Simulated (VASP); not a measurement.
Write the native input for VASP 6.6.1 that does the following.

* Task: single point
* Functional: RPBE
* Potentials or basis: VASP PAW PBE potentials, release 64 (Hf_pv, C)
* Cutoff: 520 eV
* k mesh: 10 × 10 × 10
* Occupations: gaussian, width 0.02 eV
* Spin: no spin polarisation
* Further INCAR settings: ALGO = Fast; EDIFF = 1e-06

The structure of HfC lies in POSCAR:

```
HfC
1.0
    0.0000000000      2.3250000000      2.3250000000
    2.3250000000      0.0000000000      2.3250000000
    2.3250000000      2.3250000000      0.0000000000
Hf C
1 1
Direct
    0.5000000000      0.5000000000      0.5000000000
    0.0000000000      0.0000000000      0.0000000000
```

One way to write it, as run:

INCAR

```
SYSTEM = HfC
  PREC = Accurate
  ENCUT = 520
  EDIFF = 1E-6
  ISMEAR = 0
  SIGMA = 0.02
  LREAL = .FALSE.
  LASPH = .TRUE.
  NELM = 80
  ALGO = Fast
  ISIF = 2
  LWAVE = .FALSE.
  LCHARG = .TRUE.
  GGA = RP
  LELF = .TRUE.
  LVHAR = .TRUE.
```

KPOINTS

```
Automatic mesh
0
G
  10 10 10
  0 0 0
```

Potentials or basis: VASP PAW PBE potentials, release 64 (Hf_pv, C).

Launch:

```bash
$ cat potpaw_PBE.64/Hf_pv/POTCAR potpaw_PBE.64/C/POTCAR > POTCAR
$ mpirun -np 1 vasp_std > vasp.out
```

It gave:

| Property | Result |
| --- | --- |
| Pressure | 3.5 GPa |
| Band gap on the k mesh | none (metal or under the smearing width) |

Caveat: the PAW data sets were made with another functional, which shifts forces and pressure a little.

It took 8.7 s on 1 thread of Intel(R) Xeon(R) Platinum 8559C (Emerald Rapids), on a shared host, peak memory 0.14 GiB.
